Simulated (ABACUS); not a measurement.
# WS2 (R3m) in ABACUS: single point with r2SCAN

Aim: the single point of WS2 with r2SCAN.

Everything below comes from runs of ABACUS 3.10.1. Logs are shortened: lines on timing, memory, paths and dates and some standing lists are left out, and cuts for length are marked.

## (1) The crystal as given

It takes space group R3m (No. 160, trigonal). Conventional cell: a = 3.158 Å, b = 3.158 Å, c = 18.490 Å, α = 90.00°, β = 90.00°, γ = 120.00°. W (site symmetry 3m) is surrounded by 6 S at 2.39 to 2.42 Å. S (site symmetry 3m) has 3 W at 2.42 Å as nearest neighbours. Around S (site symmetry 3m) lie 3 W at 2.39 Å.

Measurements of this composition are mostly on another form, of space group No. 194.

## (2) Single point, r2SCAN

The input, run_abacus.py:

```python
"""ABACUS run from a structure file: ASE reads it, the script writes STRU, KPT and INPUT."""
import re
import subprocess
import spglib
from ase import Atoms
from ase.io import read
from ase.units import Bohr

atoms = read("WS2.cif")
cell, frac, numbers = spglib.standardize_cell((atoms.cell[:], atoms.get_scaled_positions(), atoms.numbers), to_primitive=True, symprec=1e-4)
atoms = Atoms(numbers=numbers, cell=cell, scaled_positions=frac, pbc=True)  # the primitive cell
atoms = atoms[(-atoms.numbers).argsort(kind="stable")]  # ABACUS lists atoms element by element
pseudo = {'W': 'W_ONCV_PBE-1.2.upf', 'S': 'S_ONCV_PBE-1.2.upf'}
orbital = {}
magmoms = None
kmesh = [6, 6, 6]
params = {
    'suffix': 'WS2',
    'calculation': 'scf',
    'basis_type': 'pw',
    'pseudo_dir': './',
    'symmetry': 1,
    'dft_functional': 'MGGA_X_R2SCAN+MGGA_C_R2SCAN',
    'ecutwfc': 86,
    'pseudo_rcut': 7,
    'nspin': 1,
    'nbands': 30,
    'ks_solver': 'dav',
    'smearing_method': 'fd',
    'smearing_sigma': 0.00367493,
    'scf_thr': 1e-08,
    'scf_nmax': 100,
    'mixing_type': 'broyden',
    'mixing_beta': 0.7,
    'cal_force': 1,
    'cal_stress': 1,
    'mixing_tau': 1,
    'out_chg': 1,
    'kpar': 4,
}

symbols = atoms.get_chemical_symbols()
elements = list(dict.fromkeys(symbols))
lines = ["ATOMIC_SPECIES"] + [f"{e} {atoms.get_masses()[symbols.index(e)]:.4f} {pseudo[e]}" for e in elements]
if orbital:
    lines += ["", "NUMERICAL_ORBITAL"] + [orbital[e] for e in elements]
lines += ["", "LATTICE_CONSTANT", f"{1 / Bohr:.10f}", "", "LATTICE_VECTORS"]
lines += [" ".join(f"{x:.10f}" for x in v) for v in atoms.cell]
lines += ["", "ATOMIC_POSITIONS", "Direct"]
for e in elements:
    lines += ["", e, "0.0", str(symbols.count(e))]
    for i, p in enumerate(atoms.get_scaled_positions(wrap=False)):
        if symbols[i] == e:
            mag = "" if magmoms is None else " mag " + " ".join(str(x) for x in (magmoms[i] if isinstance(magmoms[i], list) else [magmoms[i]]))
            lines.append(" ".join(f"{x:.10f}" for x in p) + " 1 1 1" + mag)
open("STRU", "w").write("\n".join(lines) + "\n")
open("KPT", "w").write("K_POINTS\n0\nGamma\n%d %d %d 0 0 0\n" % tuple(kmesh))
open("INPUT", "w").write("INPUT_PARAMETERS\n" + "".join(f"{k:<20s}{v}\n" for k, v in params.items()))

done = subprocess.run(['mpirun', '-np', '4', 'abacus'])
if done.returncode:
    raise SystemExit(done.returncode)
log = open("OUT.WS2/running_scf.log").read()
print("final energy (eV):", re.findall(r"FINAL_ETOT_IS (\S+)", log))
```

The input, WS2.cif:

```cif
data_WS2
_cell_length_a 3.15800000
_cell_length_b 3.15800000
_cell_length_c 18.49000000
_cell_angle_alpha 90.00000000
_cell_angle_beta 90.00000000
_cell_angle_gamma 120.00000000
_space_group_name_H-M_alt 'R3m'
_space_group_name_Hall 'R 3 -2"'
_space_group_IT_number 160
loop_
_space_group_symop_operation_xyz
'x,y,z'
'-y,x-y,z'
'-x+y,-x,z'
'-y,-x,z'
'-x+y,y,z'
'x,x-y,z'
'x+2/3,y+1/3,z+1/3'
'-y+2/3,x-y+1/3,z+1/3'
'-x+y+2/3,-x+1/3,z+1/3'
'-y+2/3,-x+1/3,z+1/3'
'-x+y+2/3,y+1/3,z+1/3'
'x+2/3,x-y+1/3,z+1/3'
'x+1/3,y+2/3,z+2/3'
'-y+1/3,x-y+2/3,z+2/3'
'-x+y+1/3,-x+2/3,z+2/3'
'-y+1/3,-x+2/3,z+2/3'
'-x+y+1/3,y+2/3,z+2/3'
'x+1/3,x-y+2/3,z+2/3'
loop_
_atom_site_label
_atom_site_type_symbol
_atom_site_symmetry_multiplicity
_atom_site_Wyckoff_symbol
_atom_site_fract_x
_atom_site_fract_y
_atom_site_fract_z
_atom_site_occupancy
W1 W 3 a 0.0000000000 0.0000000000 0.0000000000 1
S1 S 3 a 0.3333333333 0.6666666667 0.0856666667 1
S2 S 3 a 0.0000000000 0.0000000000 0.2497000000 1
```

Potentials or basis: SG15 ONCV 1.2 PBE, plane waves.

On the command line:

```console
$ OMP_NUM_THREADS=1 python run_abacus.py > log
```

running log:

```text
ABACUS v3.10.1

               Atomic-orbital Based Ab-initio Computation at UStc

 ------------------------------------------------------------------------------------

 READING GENERAL INFORMATION
                           global_out_dir = OUT.WS2/
                           global_in_card = INPUT
                               pseudo_dir = ./
                              orbital_dir =
                                    DSIZE = 4
                                    GSIZE = 1

 READING UNITCELL INFORMATION
                                    ntype = 2
                  lattice constant (Bohr) = 1.88973
              lattice constant (Angstrom) = 1

 READING ATOM TYPE 1
                               atom label = W
                      L=0, number of zeta = 1
                      L=1, number of zeta = 1
                      L=2, number of zeta = 1
             number of atom for this type = 1

 READING ATOM TYPE 2
                               atom label = S
                      L=0, number of zeta = 1
                      L=1, number of zeta = 1
                      L=2, number of zeta = 1
             number of atom for this type = 2

                        TOTAL ATOM NUMBER = 3
DIRECT COORDINATES
    atom                   x                   y                   z     mag                  vx                  vy                  vz
taud_W1            0.0000000000        0.0000000000        0.0000000000  0.0000        0.0000000000        0.0000000000        0.0000000000
taud_S1            0.4190000000        0.4190000000        0.4190000000  0.0000        0.0000000000        0.0000000000        0.0000000000
taud_S2            0.2497000000        0.2497000000        0.2497000000  0.0000        0.0000000000        0.0000000000        0.0000000000

                          Volume (Bohr^3) = 359.225
                             Volume (A^3) = 53.2317

 Lattice vectors: (Cartesian coordinate: in unit of a_0)
               +1.579           +0.911636            +6.16333
               -1.579           +0.911636            +6.16333
                   +0            -1.82327            +6.16333
 Reciprocal vectors: (Cartesian coordinate: in unit of 2 pi/a_0)
            +0.316656           +0.182821          +0.0540833
            -0.316656           +0.182821          +0.0540833
                   +0           -0.365643          +0.0540833
 The esolver type has been set to : ksdft_pw

                PAO radial cut off (Bohr) = 7

 Read in pseudopotential file is W_ONCV_PBE-1.2.upf
                     pseudopotential type = NC
          exchange-correlation functional = PBE
                 nonlocal core correction = 0
                        valence electrons = 28
                                     lmax = 3
                           number of zeta = 0
                     number of projectors = 8
                           L of projector = 0
                           L of projector = 0
                           L of projector = 1
                           L of projector = 1
                           L of projector = 2
                           L of projector = 2
                           L of projector = 3
                           L of projector = 3
 XC functional updated to : MGGA_X_R2SCAN+MGGA_C_R2SCAN
          exchange-correlation functional = MGGA_X_R2SCAN+MGGA_C_R2SCAN
                PAO radial cut off (Bohr) = 7

 Read in pseudopotential file is S_ONCV_PBE-1.2.upf
                     pseudopotential type = NC
          exchange-correlation functional = PBE
                 nonlocal core correction = 0
                        valence electrons = 6
                                     lmax = 1
                           number of zeta = 0
                     number of projectors = 4
                           L of projector = 0
                           L of projector = 0
                           L of projector = 1
                           L of projector = 1
 XC functional updated to : MGGA_X_R2SCAN+MGGA_C_R2SCAN
          exchange-correlation functional = MGGA_X_R2SCAN+MGGA_C_R2SCAN
     initial pseudo atomic orbital number = 0

 SETUP THE ELECTRONS NUMBER
             electron number of element W = 28
       total electron number of element W = 28
             electron number of element S = 6
       total electron number of element S = 12
            AUTOSET number of electrons:  = 40
                           occupied bands = 20
                                   NBANDS = 30
                                   NLOCAL = 27

%%%%%%%%%%%%%%%%%%%%%%%%%%%%%%%%%%%%%%%%%%%%%%%%%%%%%%%%%%%%%%%%%%%%%%%%%%%%%%%%%%%%%%%%%%%%%%%%%%%%%%%%%%
 Warning: the number of valence electrons in pseudopotential > 6 for W: [Xe] 4f14 5d4 6s2
[... 75 lines left out ...]
                                       S6 = 0
               POINT GROUP IN SPACE GROUP = C_3v

 SETUP K-POINTS
                                    nspin = 1
                   Input type of k points = Monkhorst-Pack(Gamma)
                                   nkstot = 216
                       right hand lattice = 1
(for reciprocal lattice: )
                             BRAVAIS TYPE = 7
                     BRAVAIS LATTICE NAME = 07. Rhombohedral (Trigonal) cell
                                    ibrav = 7
                       right hand lattice = 1
(for k-lattice: )
                             BRAVAIS TYPE = 7
                     BRAVAIS LATTICE NAME = 07. Rhombohedral (Trigonal) cell
                                    ibrav = 7
                       right hand lattice = 1
                        ROTATION MATRICES = 12
                               nkstot_ibz = 32
K-POINTS REDUCTION ACCORDING TO SYMMETRY
     IBZ    DIRECT_X    DIRECT_Y    DIRECT_Z  WEIGHT  ibz2bz
       1  0.00000000  0.00000000  0.00000000  0.0046       0
       2  0.16666667  0.00000000  0.00000000  0.0278       1
       3  0.33333333  0.00000000  0.00000000  0.0278       2
       4  0.50000000  0.00000000  0.00000000  0.0139       3
       5  0.16666667  0.16666667  0.00000000  0.0278       7
       6  0.33333333  0.16666667  0.00000000  0.0556       8
[... 22 lines left out ...]
      29 -0.33333333  0.33333333  0.33333333  0.0278      88
      30  0.50000000  0.50000000  0.33333333  0.0278      93
[... 2 further k points ...]

                               nkstot now = 32
[... K-POINTS DIRECT COORDINATES: 32 rows ...]

           k-point number in this process = 8
       minimum distributed K point number = 8
[... stars of the k points ...]

[... K-POINTS CARTESIAN COORDINATES: 8 rows ...]

[... K-POINTS DIRECT COORDINATES: 8 rows ...]

 SETUP PLANE WAVES FOR WAVE FUNCTIONS
     energy cutoff for wavefunc (unit:Ry) = 86
              fft grid for wave functions = [ 72, 72, 72 ]
                    number of plane waves = 5893
                         number of sticks = 549

 PARALLEL PW FOR WAVE FUNCTIONS
     PROC   COLUMNS(POT)             PW
        1            549           5893
 --------------- sum -------------------
        1            549           5893

 SETUP NONLOCAL PSEUDOPOTENTIALS IN PLANE WAVE BASIS
 W non-local projectors:
 projector 1 L=0
 projector 2 L=0
 projector 3 L=1
 projector 4 L=1
 projector 5 L=2
 projector 6 L=2
 projector 7 L=3
 projector 8 L=3
 S non-local projectors:
 projector 1 L=0
 projector 2 L=0
 projector 3 L=1
 projector 4 L=1
      TOTAL NUMBER OF NONLOCAL PROJECTORS = 48

 Init Non-Local PseudoPotential table :
 Init Non-Local-Pseudopotential done.

                                     npwx = 4839

 -------------------------------------------
 SELF-CONSISTENT
 -------------------------------------------

                                 init_chg = atomic

 PW ALGORITHM --------------- ION=   1  ELEC=   1--------------------------------

 Notice: Threshold on eigenvalues was too large.
 hsover_error=0.4 > DRHO=0.0975064
 Origin diag ethr = 0.01
 New diag ethr = 0.000243766

 Density error is 0.0763774045965
                          Error Threshold = 0.000243765980501
----------------------------------------------------------
     Energy           Rydberg                 eV
----------------------------------------------------------
 E_KohnSham     -583.7926057669      -7942.9058886976
 E_Harris       -584.5568100558      -7953.3034214626
 E_Fermi        1.1462868490         15.5960326892
----------------------------------------------------------
[... 87 lines left out ...]
 Density error is 2.1089871465e-09
                          Error Threshold = 5.42564131029e-11
----------------------------------------------------------
     Energy           Rydberg                 eV
----------------------------------------------------------
 E_KohnSham     -583.9226837447      -7944.6756903794
 E_KS(sigma->0) -583.9226837284      -7944.6756901579
 E_Harris       -583.9231660973      -7944.6822531236
 E_band         -21.3040627912       -289.8566445102
 E_one_elec     -464.9365651238      -6325.7864942323
 E_Hartree      256.7745610203       3493.5971313254
 E_xc           -50.7263126799       -690.1668909762
 E_Ewald        -325.0343669287      -4422.3194360534
 E_entropy(-TS) -0.0000000326        -0.0000004429
 E_descf        0.0000000000         0.0000000000
 E_exx          0.0000000000         0.0000000000
 E_Fermi        1.1591564071         15.7711320095
----------------------------------------------------------

 charge density convergence is achieved
 final etot is -7944.6756904 eV
 EFERMI = 15.771132009 eV

 STATE ENERGY(eV) AND OCCUPATIONS    NSPIN == 1
 1/8 kpoint (Cartesian) = 0.0000 0.0000 0.0000 (4835 pws)
       1       -61.2427     0.00925926
       2       -25.1838     0.00925926
       3       -25.0035     0.00925926
       4       -25.0035     0.00925926
       5       -12.6981     0.00925926
       6       -12.6891     0.00925926
[... 182 lines left out ...]
      29        26.4413        0.00000
      30        27.0341        0.00000

[... levels at 2 further k points ...]

------------------------------------------------------------------------------------------
 TOTAL-FORCE (eV/Angstrom)
------------------------------------------------------------------------------------------
                        W1         0.0000000000         0.0000000000         0.6021928142
                        S1         0.0000000000         0.0000000000        -0.6733936461
                        S2         0.0000000000         0.0000000000         0.0712008320
------------------------------------------------------------------------------------------

----------------------------------------------------------------
 TOTAL-STRESS (KBAR)
----------------------------------------------------------------
        -5.0490028362         0.0000000000         0.0000000000
         0.0000000000        -5.0490028360         0.0000000000
        -0.0000000000         0.0000000000       -13.0597962629
----------------------------------------------------------------
 TOTAL-PRESSURE: -7.719267 KBAR

 --------------------------------------------
 !FINAL_ETOT_IS -7944.6756903793911988 eV
 --------------------------------------------
```

Run time: 5.8 min. Hardware: 4 MPI ranks of AMD EPYC 7R43 (Zen 3), shared host; peak memory 0.92 GiB.

Results:

```yaml
Free_energy: -7944.6757 eV
Pressure: -0.8 GPa
Largest_force: 0.673 eV/Å
Band_gap_on_the_k_mesh: 1.12 eV, indirect (least direct gap 1.98 eV)
```

Forces on the atoms (eV/Å):
```
W    0.000  0.000  0.602
S    0.000  0.000 -0.673
S    0.000  0.000  0.071
```

Caveat: the potentials were made for another functional, which shifts forces and pressure; spin-orbit coupling is left out, which moves the levels of the heavy elements. A k mesh can miss the band edges.
